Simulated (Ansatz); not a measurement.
Runs of Ansatz 0.2.0 on H. Symmetry: I4/mmm, No. 139, tetragonal system. The conventional cell has a = 3.383 Å, b = 3.383 Å, c = 4.117 Å, α = 90.00°, β = 90.00°, γ = 90.00°. Around H (site symmetry 4mm) lie 1 H at 0.74 Å. 

| task | level | potentials or basis | spin | cell | k mesh | cutoff (eV) | smearing | driver | delta | atoms under strain | mesh quality | gap on the mesh (eV) | pressure (GPa) | moment (μB) | largest force (eV/Å) |
| --- | --- | --- | --- | --- | --- | --- | --- | --- | --- | --- | --- | --- | --- | --- | --- |
| electric field gradients | HF | JTH PAW | collinear, ferrimagnetic start | as given | 6 × 6 × 6 | 630 | gaussian 0.02 eV | chain | - | - | coarse | 18.13 | 0.2 | 0.00 | (b) |
| projected density of states | r2SCANh | Ansatz PAW polarizable | off | cell strained at random at fixed volume | 6 × 7 × 7 | 500 | cold 0.01 eV | chain | - | - | not flagged | 10.47 | 0.0 | - | 0.12 |
| single point | LC-wPBE | PseudoDojo stringent | off | volume scaled by 1.25 | 6 × 6 × 6 | 980 | gaussian 0.02 eV | chain | - | - | not flagged | 15.95 | (a) | - | 1.71 |
| electron localisation function | BLYP+D3(BJ)+ATM | PseudoDojo PBEsol | collinear, antiferromagnetic start | as given | 11 × 11 × 11 | 980 | fermi-dirac 0.15 eV | chain | - | - | not flagged | 9.14 | 0.3 | 0.00 | 0.06 |
| electron localisation function | BLYP+D3(BJ)-ATM | PseudoDojo standard (PBEsol files) | collinear, antiferromagnetic start | as given | 11 × 11 × 11 | 980 | fermi-dirac 0.15 eV | - | - | - | not flagged | 9.14 | 0.3 | 0.00 | 0.06 |

**Question.** Estimate the missing entries.

**Answer.** (a) -2.4; (b) 0.41.

Caveats: some runs use coarse meshes; the potentials were made for another functional, which shifts forces and pressure (some runs); the starting moments weren't kept (some runs); the thresholds are loose for stress (some runs); odd divisions of the mesh miss points on the zone boundary, where band edges often lie, so the gap on the mesh can be too wide (some runs); the PAW data sets were made with another functional, which shifts forces and pressure a little (some runs).

A k mesh can miss the band edges.
